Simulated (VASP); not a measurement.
# GaN (F-43m) in VASP: single point with PBE

Aim: the single point of GaN with PBE.

Everything below comes from runs of VASP 6.6.1. Logs are shortened: lines on timing, memory, paths and dates and some standing lists are left out, and cuts for length are marked.

**Experimental background.**

From a printed reference work, textbook, for a bulk crystal of GaN at 0 K: band gap 3.299 eV (direct).

The runs below are set against these values where they give the same quantity.

**1. The structure**

The structure is cubic, space group F-43m (No. 216). Conventional cell: a = 4.507 Å, b = 4.507 Å, c = 4.507 Å, α = 90.00°, β = 90.00°, γ = 90.00°. Around Ga (site symmetry -43m) lie 4 N at 1.95 Å. N (site symmetry -43m) is surrounded by 4 Ga at 1.95 Å.

The cell is a database's computed one.

**2. Single point, PBE**

File INCAR:

```
SYSTEM = GaN
PREC = Accurate
ENCUT = 520
EDIFF = 1E-6
ISMEAR = 0
SIGMA = 0.01
LREAL = .FALSE.
LASPH = .TRUE.
NELM = 100
ALGO = Normal
ISIF = 2
LWAVE = .FALSE.
LCHARG = .FALSE.
GGA = PE
NBANDS = 16
```

File KPOINTS:

```
regular mesh
0
G
  6 6 6
  0 0 0
```

File POSCAR:

```
GaN
1.0
    0.0000000000      2.2535006100      2.2535006100
    2.2535006100      0.0000000000      2.2535006100
    2.2535006100      2.2535006100      0.0000000000
Ga N
1 1
Direct
   -0.0125301817     -0.0126494965      0.0273713996
    0.7375460132      0.7373677400      0.7772691831
```

Potentials or basis: VASP PAW PBE potentials, release 64 (Ga_d, N).

Run with:

```
> cat potpaw_PBE.64/Ga_d/POTCAR potpaw_PBE.64/N/POTCAR > POTCAR
> mpirun -np 1 vasp_std > vasp.out
```

OUTCAR:

```text
SYSTEM = GaN
   PREC = Accurate
   ENCUT = 520
   EDIFF = 1E-6
   ISMEAR = 0
   LREAL = .FALSE.
   LASPH = .TRUE.
   NELM = 100
   ISIF = 2
   GGA = PE

 ion  position               nearest neighbor table
   1  0.987  0.987  0.027-   2 1.95   2 1.95   2 1.95   2 1.95
   2  0.738  0.737  0.777-   1 1.95   1 1.95   1 1.95   1 1.95

  LATTYP: Found a face centered cubic cell.
 ALAT       =     4.5070012200

  Lattice vectors:

 A1 = (   0.0000000000,   2.2535006100,   2.2535006100)
 A2 = (   2.2535006100,   0.0000000000,   2.2535006100)
 A3 = (   2.2535006100,   2.2535006100,   0.0000000000)

Analysis of symmetry for initial positions (statically):
=====================================================================
 Subroutine PRICEL returns:
 Original cell was already a primitive cell.

 Routine SETGRP: Setting up the symmetry group for a
 face centered cubic supercell.

 Subroutine GETGRP returns: Found  2 space group operations
 (whereof  1 operations were pure point group operations)
 out of a pool of 48 trial point group operations.

The static configuration has the point symmetry C_1 .
 The point group associated with its full space group is C_1h.

Analysis of symmetry for dynamics (positions and initial velocities):
=====================================================================
 Subroutine PRICEL returns:
 Original cell was already a primitive cell.

 Routine SETGRP: Setting up the symmetry group for a
 face centered cubic supercell.

 Subroutine GETGRP returns: Found  2 space group operations
 (whereof  1 operations were pure point group operations)
 out of a pool of 48 trial point group operations.

The dynamic configuration has the point symmetry C_1 .
 The point group associated with its full space group is C_1h.

 Subroutine INISYM returns: Found  2 space group operations
 (whereof  1 operations are pure point group operations),
 and found     1 'primitive' translations

----------------------------------------------------------------------------------------

                                     Primitive cell

  volume of cell :      22.8877

  direct lattice vectors                    reciprocal lattice vectors
     0.000000000  2.253500610  2.253500610    -0.221877020  0.221877020  0.221877020
     2.253500610  0.000000000  2.253500610     0.221877020 -0.221877020  0.221877020
     2.253500610  2.253500610  0.000000000     0.221877020  0.221877020 -0.221877020

  length of vectors
     3.186931125  3.186931125  3.186931125     0.384302272  0.384302272  0.384302272

  position of ions in fractional coordinates (direct lattice)
[... 82 lines left out ...]
   NSW    =      0    number of steps for IOM
   IBRION =     -1    ionic relax: 0-MD 1-quasi-New 2-CG
   NFREE  =      0    steps in history (QN), initial steepest desc. (CG)
   ISIF   =      2    stress and relaxation
   ISYM   =      2    0-nonsym 1-usesym 2-fastsym
   POTIM  = 0.5000    time-step for ionic-motion
   TEBEG  =    0.0;   TEEND  =   0.0 temperature during run
   PSTRESS=    0.0 pullay stress
   NELECT =      18.0000    total number of electrons
   NUPDOWN=      -1.0000    fix difference up-down
   EMIN   =  10.00;   EMAX   =-10.00  energy-range for DOS
   EFERMI =   0.00;   METHOD = LEGACY
   ISMEAR =     0;   SIGMA  =   0.01  broadening in eV -4-tet -1-fermi 0-gaus
   EFERMI_NEDOS =   21; number of points for ismear=-14 and -15
   IALGO  =     38    algorithm
   IMIX   =      4    mixing-type and parameters
     AMIX     =   0.40;   BMIX     =  1.00
     AMIX_MAG =   1.60;   BMIX_MAG =  1.00
  volume/ion in A,a.u.               =      11.44        77.23
  Fermi-wavevector in a.u.,A,eV,Ry     =   1.511117  2.855596 31.068543  2.283473
  Thomas-Fermi vector in A             =   2.621216
   LORBIT       =      0    0 simple, 1 ext, 2 COOP (PROOUT), +10 PAW based schemes
   GGA     = PE    functional components
   LHFCALC =     F    Hartree Fock is set to
   AEXX    =    0.0000 exact exchange contribution
   IVDW    =     0    specifies the selected vdW correction
   LEPSILON=     F    determine dielectric tensor
   LRPA    =     F    only Hartree local field effects (RPA)
 non-spin polarized calculation
 Gauss-broadening in eV      SIGMA  =   0.01
  energy-cutoff  :      520.00
  volume of cell :       22.89
 maximum number of plane-waves:       636
   NGX = 11   NGY = 11   NGZ = 11

 number of electron      18.0000000 magnetization

 Free energy of the ion-electron system (eV)
  ---------------------------------------------------
  ext. energy  EPLUGINS =         0.00000000
  ---------------------------------------------------
  free energy    TOTEN  =       -12.13867093 eV

  energy without entropy =      -12.13867093  energy(sigma->0) =      -12.13867093

 E-fermi :   5.3505     XC(G=0): -11.6658

 val. band max:        5.2866999037   @ k =   0.0000   0.0000   0.0000
 cond. band min:       7.0085703444   @ k =   0.0000   0.0000   0.0000
 fundamental gap:      1.7218704407
 Fermi energy:         5.3504906499

 k-point     1 :       0.0000    0.0000    0.0000
  band No.  band energies     occupation
      1     -10.6487      2.00000
      2      -8.1603      2.00000
      3      -8.1602      2.00000
      4      -8.1602      2.00000
      5      -7.8408      2.00000
      6      -7.8408      2.00000
[... 433 lines left out ...]
      3      -8.0169      2.00000
      4      -7.8611      2.00000
      5      -7.7910      2.00000
      6      -6.5194      2.00000
[... 8 lines left out ...]
     15      24.6788      0.00000
     16      25.6114      0.00000

 [... further k-points ...]

------------------------ aborting loop because EDIFF is reached ----------------------------------------

  FORCE on cell =-STRESS in cart. coord.  units (eV):
  Direction    XX          YY          ZZ          XY          YZ          ZX
  --------------------------------------------------------------------------------------
  -------------------------------------------------------------------------------------
  Total        0.7223794      0.7224314      0.7223794      0.0016486     -0.0016483     -0.0005648
  in kB       50.5676684     50.5713055     50.5676684      0.1154053     -0.1153853     -0.0395362
  external PRESSURE =      50.5688808 kB  Pullay stress =       0.0000000 kB

 VOLUME and BASIS-vectors are now :
 -----------------------------------------------------------------------------
  energy-cutoff  :      520.00
  volume of cell :       22.89
      direct lattice vectors                 reciprocal lattice vectors
     0.000000000  2.253500610  2.253500610    -0.221877020  0.221877020  0.221877020
     2.253500610  0.000000000  2.253500610     0.221877020 -0.221877020  0.221877020
     2.253500610  2.253500610  0.000000000     0.221877020  0.221877020 -0.221877020

 POSITION                                       TOTAL-FORCE (eV/Angst)
 -----------------------------------------------------------------------------------
      2.28668      2.28695      4.45026        -0.002436     -0.000746      0.002436
      3.41324      3.41364      3.32372         0.002436      0.000746     -0.002436
 -----------------------------------------------------------------------------------
    total drift:                               -0.005639     -0.000096     -0.005657

  FREE ENERGIE OF THE ION-ELECTRON SYSTEM (eV)
  ---------------------------------------------------
  free  energy   TOTEN  =       -12.1386709286 eV

  energy  without entropy=      -12.1386709286  energy(sigma->0) =      -12.13867093
```

OSZICAR:

```text
N       E                     dE             d eps       ncg     rms          rms(c)
DAV:   1     0.825703340745E+02    0.82570E+02   -0.93676E+03  2456   0.202E+03
DAV:   2    -0.825148131639E+01   -0.90822E+02   -0.84627E+02  2456   0.332E+02
DAV:   3    -0.140752638149E+02   -0.58238E+01   -0.57988E+01  2552   0.706E+01
DAV:   4    -0.141420899171E+02   -0.66826E-01   -0.66810E-01  2720   0.810E+00
DAV:   5    -0.141430256620E+02   -0.93574E-03   -0.93574E-03  2624   0.864E-01    0.772E+00
DAV:   6    -0.121381977186E+02    0.20048E+01   -0.49365E+00  3264   0.397E+01    0.269E+00
DAV:   7    -0.121462251534E+02   -0.80274E-02   -0.31456E-01  2448   0.653E+00    0.177E+00
DAV:   8    -0.121423915367E+02    0.38336E-02   -0.56290E-02  2496   0.321E+00    0.775E-01
DAV:   9    -0.121384104008E+02    0.39811E-02   -0.13835E-02  3256   0.270E+00    0.198E-01
DAV:  10    -0.121387612903E+02   -0.35089E-03   -0.15087E-03  2536   0.547E-01    0.968E-02
DAV:  11    -0.121386659859E+02    0.95304E-04   -0.27466E-04  3152   0.250E-01    0.884E-03
DAV:  12    -0.121386711863E+02   -0.52004E-05   -0.29982E-05  2392   0.510E-02    0.110E-02
DAV:  13    -0.121386709286E+02    0.25767E-06   -0.62323E-07  1848   0.147E-02
   1 F= -.12138671E+02 E0= -.12138671E+02  d E =-.101753E-21
```

stdout:

```text
POSCAR found type information on POSCAR GaN
 POSCAR found :  2 types and       2 ions
 scaLAPACK will be used
 LDA part: xc-table for (Slater+PW92), standard interpolation
 POSCAR, INCAR and KPOINTS ok, starting setup
 FFT: planning ... GRIDC
 FFT: planning ... GRID_SOFT
 FFT: planning ... GRID
 WAVECAR not read
 entering main loop
```

Run time: 7.7 s. Hardware: 1 thread of Intel Xeon 6975P-C (Granite Rapids), shared host; peak memory 0.15 GiB.

What came out:

| Quantity | Value |
| --- | --- |
| Free energy | -12.1387 eV |
| Pressure | 5.1 GPa |
| Largest force | 0.004 eV/Å |
| Band gap on the k mesh | 1.72 eV, direct |

Forces on the atoms (eV/Å):
```
Ga  -0.002 -0.001  0.002
N    0.002  0.001 -0.002
```

Levels at points of the mesh, in eV from the valence-band top:
| k point | band 7 | band 8 | band 9 | band 10 | band 11 | band 12 |
| --- | --- | --- | --- | --- | --- | --- |
| (0.00, 0.00, 0.00) | 0.00 | 0.00 | 0.00 | 1.72 | 10.30 | 10.30 |
| (0.50, 0.00, 0.00) | -7.04 | -0.97 | -0.97 | 4.64 | 8.73 | 10.36 |
| (0.00, 0.50, 0.00) | -7.04 | -0.97 | -0.97 | 4.64 | 8.73 | 10.36 |
| (0.00, 0.00, 0.50) | -7.04 | -0.97 | -0.97 | 4.64 | 8.73 | 10.36 |
| (0.50, 0.50, 0.00) | -6.13 | -2.70 | -2.70 | 3.35 | 6.66 | 11.71 |
| (0.50, 0.00, 0.50) | -6.13 | -2.70 | -2.70 | 3.35 | 6.66 | 11.71 |

**3. How close it comes**

Step 2. Measured gap of GaN: 3.299 eV (direct; 0 K; a printed reference work, textbook). This calculation gives 1.72 eV (-1.58 eV). Spin-orbit coupling on Ga is left out. The value is that of PBE, without temperature or zero-point motion. Semilocal functionals fall short of measured gaps as a rule. The cell is a database's relaxed one, not the measured one, which moves gaps too.
